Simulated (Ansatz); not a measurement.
# TaSi$_{2}$: the relaxed cell by functional

The starting cell is an entry of the Crystallography Open Database (2001):

```
Ta Si
1.0
     4.78390    0.00000    0.00000
    -2.39195    4.14298    0.00000
     0.00000    0.00000    6.57000
Ta Si
3 6
Direct
  0.50000 0.00000 0.00000
  0.50000 0.50000 0.66667
  0.00000 0.50000 0.33333
  0.15897 0.31794 0.00000
  0.84103 0.15897 0.66667
  0.68206 0.84103 0.33333
  0.84103 0.68206 0.00000
  0.15897 0.84103 0.66667
  0.31794 0.15897 0.33333
```

Atoms and cell were relaxed at zero pressure with plane-wave PAW DFT (Ansatz 0.2.0; one set of PAW datasets, made under PBE, for all functionals; 420 eV, r2SCAN 500 eV; 8×8×5 Γ-centred mesh, fermi-dirac occupations of width 0.100 eV; no spin polarisation, no spin-orbit coupling, no dispersion correction), keeping the symmetry (P6_422, No. 181).

**Question.** Which functional gives the smallest cell, and how wide is the spread?

**Answer.** The relaxed conventional cells:

```tsv
functional	a (Å)	c (Å)	volume (Å³/atom)	formation energy (eV/atom)
LDA	4.734	6.517	14.06	-0.569
PBEsol	4.762	6.556	14.31	-0.583
PBE	4.807	6.599	14.67	-0.479
r2SCAN	4.781	6.558	14.42	-0.458
the entry	4.784	6.570	14.47	–
```

LDA gives the smallest volume and PBE the largest, 4.4 % more, the usual order, since LDA overbinds and PBE's gradient terms loosen the lattice. Against the entry's volume: LDA -2.9 %, PBEsol -1.1 %, PBE +1.4 %, r2SCAN -0.3 %; r2SCAN comes nearest. The formation energies span 0.13 eV an atom, lowest under PBEsol.

Caveats: each relaxation keeps the start's symmetry, so a distorted cell may lie lower; computed cells are at 0 K with fixed nuclei, while the entry holds thermal expansion, often some tenths of a per cent in volume and more in soft crystals; no spin-orbit coupling, which moves formation energies of heavy elements; formation energies are at zero smearing against the elements' usual phases under the same functional, gases as free molecules, uncorrected.
